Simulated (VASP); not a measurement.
Ga3Sb, 4 atoms in the cell. It takes space group I4/mmm (No. 139, tetragonal). Conventional cell: a = 4.526 Å, b = 4.526 Å, c = 9.518 Å, α = 90.00°, β = 90.00°, γ = 90.00°. Ga (site symmetry 4mm) has 1 Sb at 1.82 Å as nearest neighbours. Ga (site symmetry 4/mmm) is surrounded by 2 Ga at 2.94 Å and 4 Sb at 3.20 Å. Sb (site symmetry 4/mmm) has 2 Ga at 1.82 Å as nearest neighbours. The cell was built by a generator and needn't be a form met in nature.

| Quantity | Value |
| --- | --- |
| Program | VASP 6.6.1 |
| Task | relaxation of cell and atoms |
| Functional | PBE |
| Potentials or basis | VASP PAW PBE potentials, release 64 (Ga_d, Sb) |
| Cutoff | 520 eV |
| k mesh | 6 × 6 × 6 |
| Occupations | gaussian, width 0.15 eV |
| Spin | no spin polarisation |
| Further INCAR settings | PREC = Normal; ALGO = Fast; EDIFF = 0.0001; IBRION = 2; EDIFFG = -0.08; NSW = 24; ISIF = 3 |

Potentials or basis: VASP PAW PBE potentials, release 64 (Ga_d, Sb).

Run with:

```console
$ cat potpaw_PBE.64/Ga_d/POTCAR potpaw_PBE.64/Sb/POTCAR > POTCAR
$ mpirun -np 1 vasp_std > vasp.out
```

Hardware: 1 thread of Intel(R) Xeon(R) Platinum 8259CL CPU @ 2.50GHz (Skylake/Cascade Lake) (shared host).

Task: Estimate the wall time of this run.

Result: It took 25 min on 1 thread of Intel(R) Xeon(R) Platinum 8259CL CPU @ 2.50GHz (Skylake/Cascade Lake), on a shared host, peak memory 0.24 GiB. Counts: scf iterations 364, k points 30, ion steps 22.
